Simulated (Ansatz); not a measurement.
Ge:

```xyz
2
Lattice="0.0000 2.8289 2.8289 2.8289 0.0000 2.8289 2.8289 2.8289 0.0000" Properties=species:S:1:pos:R:3 pbc="T T T"
Ge    4.2434    4.2434    4.2434
Ge    2.8289    2.8289    2.8289
```

```yaml
Program: Ansatz 0.2.0
Task: relaxation of cell and atoms
Functional: RPBE
Dispersion: D3(BJ)
Potentials_or_basis: Ansatz PAW
Cutoff: "420 eV (not typed: the program's choice for these potentials)"
k_mesh: 8 × 8 × 8
Occupations: fermi-dirac, width 0.05 eV
Spin: no spin polarisation
```

At the start: volume 22.64 Å³/atom.

Question: Where does the relaxation end?

Answer: It ends after 5 steps and the volume is 21.19 Å³/atom (-6.4 %); space group Fd-3m (No. 227, to 0.05 Å).

Step by step:
```tsv
step	energy change (eV)	largest force (eV/Å)	volume (Å³)
1	0.0000	0.0000	45.28
2	-0.0399	0.0000	43.02
3	-0.0423	0.0000	42.27
4	-0.0423	0.0000	42.38
5	-0.0418	0.0000	42.38
```

Final structure:
```
Ge
1.0
     0.00000    2.76715    2.76715
     2.76715    0.00000    2.76715
     2.76715    2.76715    0.00000
Ge
2
Direct
  0.75000 0.75000 0.75000
  0.50000 0.50000 0.50000
```

The cell as given is a measured one (22.64 Å³/atom); RPBE+D3(BJ) puts the equilibrium volume -6.4 % from it, thermal expansion not counted.

Caveat: the plane-wave basis is chosen anew once the cell has moved, so the energies of steps on either side of that aren't comparable; the PAW data sets come from PBE, with cores solved anew for the run's functional, which leaves a small shift of forces and pressure.
